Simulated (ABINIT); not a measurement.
# GaP (F-43m) in ABINIT: notebook

The runs below take GaP through single point, relaxation of cell and atoms, with PBE, PBEsol, LDA.

Program: ABINIT 10.8.3 (patched build). These are calculated values, not measurements. Logs are shortened: lines on timing, memory, paths and dates and some standing lists are left out, and cuts for length are marked. The log counts tension as positive stress, the text compression.

**What was measured.**

From “Stacking defects in GaP nanowires: Electronic structure and optical properties”, 2018, arxiv:1810.01194, for a bulk crystal of GaP at 10 K: band gap 2.34 eV (indirect).

How close the calculation comes is told below.

## 1. The structure

The structure is cubic, space group F-43m (No. 216). Conventional cell: a = 5.451 Å, b = 5.451 Å, c = 5.451 Å, α = 90.00°, β = 90.00°, γ = 90.00°. Ga (site symmetry -43m) is surrounded by 4 P at 2.36 Å. P (site symmetry -43m) is surrounded by 4 Ga at 2.36 Å.

## 2. Single point, PBE, spin-orbit coupling, no magnetisation

run.abi reads:

```
# Pseudopotentials
pp_dirpath "./"
pseudos "Ga.upf, P.upf"

# Structure
acell 3*1.0
rprim
     0.0000000000     5.1499761211     5.1499761211
     5.1499761211     0.0000000000     5.1499761211
     5.1499761211     5.1499761211     0.0000000000
ntypat 2
znucl 31 15
natom 2
typat 1 2
xcart
     0.0000000000     0.0000000000     0.0000000000
     7.7249641817     7.7249641817     7.7249641817

# Plane-wave basis
ecut 36.0

# k points
kptopt 1
ngkpt 6 6 6
nshiftk 1
shiftk 0.0 0.0 0.0

# Exchange and correlation
ixc 11

# Bands and occupations
nband 26
occopt 3
tsmear 0.05 eV

# Spin
nspinor 2
nspden 1
so_psp 2*1

# SCF cycle
nstep 100
tolvrs 1.0e-10

# Output
iomode 3
prtwf 0
prtden 0
prteig 0
prtebands 0
enunit 1
```

Potentials or basis: PseudoDojo NC FR PBE v0.4 standard.

Launch:

```
mpirun --bind-to none -np 4 abinit run.abi > log 2>&1
```

run.abo:

```text
.Version 10.8.3 of ABINIT
 Symmetries : space group F-4 3 m (#216); Bravais cF (face-center cubic)
================================================================================
 Values of the parameters that define the memory need of the present run
     intxc =       0    ionmov =       0      iscf =       7    lmnmax =      14
     lnmax =      14     mgfft =      40  mpssoang =       5    mqgrid =    3001
     natom =       2  nloc_mem =       1    nspden =       1   nspinor =       2
    nsppol =       1      nsym =      24    n1xccc =    2501    ntypat =       2
    occopt =       3   xclevel =       2
       mpw =        2838          nfft =       64000          nkpt =          16
================================================================================
================================================================================

--------------------------------------------------------------------------------
------------- Echo of variables that govern the present computation ------------
--------------------------------------------------------------------------------
 -outvars: echo values of preprocessed input variables --------
            acell      1.0000000000E+00  1.0000000000E+00  1.0000000000E+00 Bohr
              amu      6.97230000E+01  3.09737620E+01
             ecut      3.60000000E+01 Hartree
           enunit           1
              ixc          11
         kptrlatt        6    0    0      0    6    0      0    0    6
          kptrlen      4.36989965E+01
            natom           2
            nband          26
            ngfft          40      40      40
             nkpt          16
          nspinor           2
            nstep         100
             nsym          24
           ntypat           2
           occopt           3
           prtden           0
        prtebands           0
           prteig           0
            prtwf           0
            rprim      0.0000000000E+00  5.1499761211E+00  5.1499761211E+00
                       5.1499761211E+00  0.0000000000E+00  5.1499761211E+00
                       5.1499761211E+00  5.1499761211E+00  0.0000000000E+00
          spgroup         216
           tolvrs      1.00000000E-10
           tsmear      1.83746611E-03 Hartree
            typat      1  2
           xangst      0.0000000000E+00  0.0000000000E+00  0.0000000000E+00
                       4.0878749972E+00  4.0878749972E+00  4.0878749972E+00
            xcart      0.0000000000E+00  0.0000000000E+00  0.0000000000E+00
                       7.7249641817E+00  7.7249641817E+00  7.7249641817E+00
             xred      0.0000000000E+00  0.0000000000E+00  0.0000000000E+00
                       7.5000000000E-01  7.5000000000E-01  7.5000000000E-01
            znucl       31.00000   15.00000

================================================================================

 chkinp: Checking input parameters for consistency.

================================================================================
== DATASET  1 ==================================================================

--- !DatasetInfo
iteration_state: {dtset: 1, }
dimensions: {natom: 2, nkpt: 16, mband: 26, nsppol: 1, nspinor: 2, nspden: 1, mpw: 2838, }
cutoff_energies: {ecut:  36.0, pawecutdg:  -1.0, }
electrons: {nelect:   1.80000000E+01, charge:   0.00000000E+00, occopt:   3.00000000E+00, tsmear:   1.83746611E-03, }
meta: {optdriver: 0, ionmov: 0, optcell: 0, iscf: 7, paral_kgb: 0, }
...

 Exchange-correlation functional for the present dataset will be:
  GGA: Perdew-Burke-Ernzerhof functional - ixc=11
  J.P.Perdew, K.Burke, M.Ernzerhof, PRL 77, 3865 (1996)

 Real(R)+Recip(G) space primitive vectors, cartesian coordinates (Bohr,Bohr^-1):
 R(1)=  0.0000000  5.1499761  5.1499761  G(1)= -0.0970878  0.0970878  0.0970878
 R(2)=  5.1499761  0.0000000  5.1499761  G(2)=  0.0970878 -0.0970878  0.0970878
 R(3)=  5.1499761  5.1499761  0.0000000  G(3)=  0.0970878  0.0970878 -0.0970878
 Unit cell volume ucvol=  2.7317795E+02 bohr^3
 Angles (23,13,12)=  6.00000000E+01  6.00000000E+01  6.00000000E+01 degrees

 getcut: wavevector=  0.0000  0.0000  0.0000  ngfft=  40  40  40
         ecut(hartree)=     36.000   => boxcut(ratio)=   2.03340

--- Pseudopotential description ------------------------------------------------
- pspini: atom type   1  psp file is ./Ga.upf
12 -101130 2 -1 1926                          pspcod,pspxc,lmax,lloc,mmax
     nproj     2     3     2     0
     spin-orbit psp
        nprojso     4     3     0

- pspini: atom type   2  psp file is ./P.upf
12 -101130 2 -1 1298                          pspcod,pspxc,lmax,lloc,mmax
     nproj     2     3     2     0
     spin-orbit psp
        nprojso     3     3     0

   5.89658299E+02                                ecore*ucvol(ha*bohr**3)
--------------------------------------------------------------------------------

================================================================================

--- !BeginCycle
iteration_state: {dtset: 1, }
solver: {iscf: 7, nstep: 100, nline: 4, wfoptalg: 0, }
tolerances: {tolvrs: 1.00E-10, }
...

     iter   Etot(hartree)      deltaE(h)  residm     vres2
 ETOT  1  -81.599305753964    -8.160E+01 5.517E-01 1.287E+03
 ETOT  2  -83.124484467949    -1.525E+00 4.859E-02 1.746E+03
 ETOT  3  -83.370517010100    -2.460E-01 5.226E-03 2.695E+02
 ETOT  4  -83.399473524098    -2.896E-02 1.902E-02 9.785E+01
 ETOT  5  -83.414932105280    -1.546E-02 8.183E-04 4.157E+00
 ETOT  6  -83.415645696507    -7.136E-04 7.434E-04 7.500E-03
 ETOT  7  -83.415646096081    -3.996E-07 1.772E-05 9.133E-03
 ETOT  8  -83.415647766861    -1.671E-06 1.686E-05 7.131E-05
 ETOT  9  -83.415647779453    -1.259E-08 2.068E-06 6.548E-06
 ETOT 10  -83.415647780575    -1.122E-09 2.870E-06 3.292E-09
 ETOT 11  -83.415647780578    -2.956E-12 5.673E-07 1.207E-10
 ETOT 12  -83.415647780577     4.832E-13 7.846E-07 5.012E-12

 At SCF step   12       vres2   =  5.01E-12 < tolvrs=  1.00E-10 =>converged.

 Cartesian components of stress tensor (hartree/bohr^3)
  sigma(1 1)= -5.75908331E-05  sigma(3 2)=  0.00000000E+00
  sigma(2 2)= -5.75908331E-05  sigma(3 1)=  0.00000000E+00
  sigma(3 3)= -5.75908331E-05  sigma(2 1)=  0.00000000E+00

--- !ResultsGS
iteration_state: {dtset: 1, }
comment   : Summary of ground state results
lattice_vectors:
- [  0.0000000,   5.1499761,   5.1499761, ]
- [  5.1499761,   0.0000000,   5.1499761, ]
- [  5.1499761,   5.1499761,   0.0000000, ]
lattice_lengths: [   7.28317,    7.28317,    7.28317, ]
lattice_angles: [ 60.000,  60.000,  60.000, ] # degrees, (23, 13, 12)
lattice_volume:   2.7317795E+02
convergence: {deltae:  4.832E-13, res2:  5.012E-12, residm:  7.846E-07, diffor: null, }
etotal    :  -8.34156478E+01
entropy   :   0.00000000E+00
fermie    :   1.90009430E-01
cartesian_stress_tensor: # hartree/bohr^3
- [ -5.75908331E-05,   0.00000000E+00,   0.00000000E+00, ]
- [  0.00000000E+00,  -5.75908331E-05,   0.00000000E+00, ]
- [  0.00000000E+00,   0.00000000E+00,  -5.75908331E-05, ]
pressure_GPa:   1.6944E+00
xred      :
- [  0.0000E+00,   0.0000E+00,   0.0000E+00, Ga]
- [  7.5000E-01,   7.5000E-01,   7.5000E-01,  P]
cartesian_forces: # hartree/bohr
- [ -2.61423078E-29,  -2.61423078E-29,   7.84269235E-29, ]
- [  2.61423078E-29,   2.61423078E-29,  -7.84269235E-29, ]
force_length_stats: {min:   8.67042263E-29, max:   8.67042263E-29, mean:   8.67042263E-29, }
...

 Integrated electronic density in atomic spheres:
 ------------------------------------------------
 Atom  Sphere_radius  Integrated_density
    1        2.00000         10.82649213
    2        2.00000          2.78937932
================================================================================

 ----iterations are completed or convergence reached----

 Mean square residual over all n,k,spin=   39.720E-10; max=  78.463E-08
 reduced coordinates (array xred) for    2 atoms
       0.000000000000      0.000000000000      0.000000000000
       0.750000000000      0.750000000000      0.750000000000
 rms dE/dt=  8.5149E-28; max dE/dt=  1.0771E-27; dE/dt below (all hartree)
    1      -0.000000000000     -0.000000000000      0.000000000000
    2      -0.000000000000     -0.000000000000      0.000000000000

 cartesian coordinates (angstrom) at end:
    1      0.00000000000000     0.00000000000000     0.00000000000000
    2      4.08787499719786     4.08787499719786     4.08787499719786

 cartesian forces (hartree/bohr) at end:
    1     -0.00000000000000    -0.00000000000000     0.00000000000000
    2      0.00000000000000     0.00000000000000    -0.00000000000000
 frms,max,avg= 5.0058708E-29 7.8426924E-29   0.000E+00  0.000E+00  0.000E+00 h/b

 cartesian forces (eV/Angstrom) at end:
    1     -0.00000000000000    -0.00000000000000     0.00000000000000
    2      0.00000000000000     0.00000000000000    -0.00000000000000
 frms,max,avg= 2.5741223E-27 4.0328746E-27   0.000E+00  0.000E+00  0.000E+00 e/A
 length scales=  1.000000000000  1.000000000000  1.000000000000 bohr
              =  0.529177210544  0.529177210544  0.529177210544 angstroms
 Fermi (or HOMO) energy (eV) =   5.17042   Average Vxc (eV)=  -9.82772
 Eigenvalues (   eV  ) for nkpt=  16  k points:
 kpt#   1, nband= 26, wtk=  0.00463, kpt=  0.0000  0.0000  0.0000 (reduced coord)
 -10.44766  -10.44766  -10.44766  -10.44766  -10.02824  -10.02824   -9.96304   -9.96304
  -9.96304   -9.96304   -8.13547   -8.13547    4.30228    4.30228    4.38651    4.38651
   4.38651    4.38651    6.17715    6.17715    8.13287    8.13287    8.30029    8.30029
   8.30029    8.30029
 prteigrs : prtvol=0 or 1, do not print more k-points.

--- !EnergyTerms
iteration_state     : {dtset: 1, }
comment             : Components of total free energy in Hartree
kinetic             :  6.52336554865733E+01
hartree             :  2.61187811513532E+01
xc                  : -2.30076139845379E+01
Ewald energy        : -4.82388119437275E+01
psp_core            :  2.15851352095631E+00
local_psp           : -6.85089340908276E+01
non_local_psp       : -3.71712379201636E+01
internal            : -8.34156477803738E+01
'-kT*entropy'       : -2.03480381499665E-10
total_energy        : -8.34156477805773E+01
total_energy_eV     : -2.26985541071600E+03
band_energy         : -3.95720860503941E+00
...

 Cartesian components of stress tensor (hartree/bohr^3)
  sigma(1 1)= -5.75908331E-05  sigma(3 2)=  0.00000000E+00
  sigma(2 2)= -5.75908331E-05  sigma(3 1)=  0.00000000E+00
  sigma(3 3)= -5.75908331E-05  sigma(2 1)=  0.00000000E+00

-Cartesian components of stress tensor (GPa)         [Pressure=  1.6944E+00 GPa]
- sigma(1 1)= -1.69438081E+00  sigma(3 2)=  0.00000000E+00
- sigma(2 2)= -1.69438081E+00  sigma(3 1)=  0.00000000E+00
- sigma(3 3)= -1.69438081E+00  sigma(2 1)=  0.00000000E+00

== END DATASET(S) ==============================================================
================================================================================

 -outvars: echo values of variables after computation  --------
            acell      1.0000000000E+00  1.0000000000E+00  1.0000000000E+00 Bohr
           etotal     -8.3415647781E+01
            fcart     -2.6142307846E-29 -2.6142307846E-29  7.8426923538E-29
                       2.6142307846E-29  2.6142307846E-29 -7.8426923538E-29
            rprim      0.0000000000E+00  5.1499761211E+00  5.1499761211E+00
                       5.1499761211E+00  0.0000000000E+00  5.1499761211E+00
                       5.1499761211E+00  5.1499761211E+00  0.0000000000E+00
           strten     -5.7590833078E-05 -5.7590833078E-05 -5.7590833078E-05
                       0.0000000000E+00  0.0000000000E+00  0.0000000000E+00
           xangst      0.0000000000E+00  0.0000000000E+00  0.0000000000E+00
                       4.0878749972E+00  4.0878749972E+00  4.0878749972E+00
             xred      0.0000000000E+00  0.0000000000E+00  0.0000000000E+00
                       7.5000000000E-01  7.5000000000E-01  7.5000000000E-01
 Calculation completed.
```

Wall time 26 s (4 MPI ranks of Arm Neoverse V2, shared host); peak memory 0.32 GiB.

What came out:

| Item | Value |
| --- | --- |
| Free energy | -2269.8554 eV |
| Pressure | 1.7 GPa |
| Band gap on the k mesh | 1.62 eV, indirect (least direct gap 1.79 eV) |
| Valence electrons inside the program's atomic spheres | Ga 10.83; P 2.79 |

Levels at points of the mesh, in eV from the valence-band top:
| k point | band 15 | band 16 | band 17 | band 18 | band 19 | band 20 | band 21 | band 22 |
| --- | --- | --- | --- | --- | --- | --- | --- | --- |
| (0.00, 0.00, 0.00) | 0.00 | 0.00 | 0.00 | 0.00 | 1.79 | 1.79 | 3.75 | 3.75 |
| (0.50, 0.00, 0.00) | -1.18 | -1.18 | -1.11 | -1.11 | 1.64 | 1.64 | 4.66 | 4.66 |
| (0.50, 0.50, 0.00) | -2.72 | -2.72 | -2.70 | -2.70 | 1.62 | 1.62 | 1.79 | 1.79 |

[end of part 1 of 2]
